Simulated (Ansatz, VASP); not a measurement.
**MgI2: VASP beside Ansatz**

```
Mg I
1.0
     4.20804    0.00000    0.00000
    -2.10402    3.64427    0.00000
     0.00000    0.00000    7.75057
Mg I
1 2
Cartesian
  0.0000 0.0000 0.0000
  0.0000 2.4295 1.6721
  2.1040 1.2148 6.0784
```

Alike in both runs: functional PBE; k mesh 6 × 6 × 4; occupations gaussian, width 0.02 eV; no spin polarisation.

Ansatz relaxed the structure, and its values are those at the end. VASP's run is a single point on that final structure, the one shown.

```csv
,VASP,Ansatz
version,VASP 6.6.1,Ansatz 0.2.0
potentials or method,"VASP PAW PBE potentials, release 64 (Mg, I)","scalar-relativistic, plane waves, PAW"
plane-wave cutoff (eV),520,420
valence electrons in the cell,16,44
```

|  | VASP | Ansatz | Ansatz less VASP |
| --- | --- | --- | --- |
| gap on the k mesh at the Fermi level (eV) | 3.61 | 3.63 | +0.017 |
| least direct gap on the mesh (eV) | 3.70 | 3.72 | +0.015 |
| pressure (GPa) | 0.0 | 0.0 | +0.05 |
| rms of the force components (eV/Å) | 0.004 | 0.000 | -0.0042 |

The two sets of potentials don't hold the same shells in valence.

Caveats: spin-orbit coupling is left out, which moves the levels of the heavy elements; this functional lacks dispersion, which binds the layers, so the pressure and a relaxed spacing across them are unreliable. A k mesh can miss the band edges.
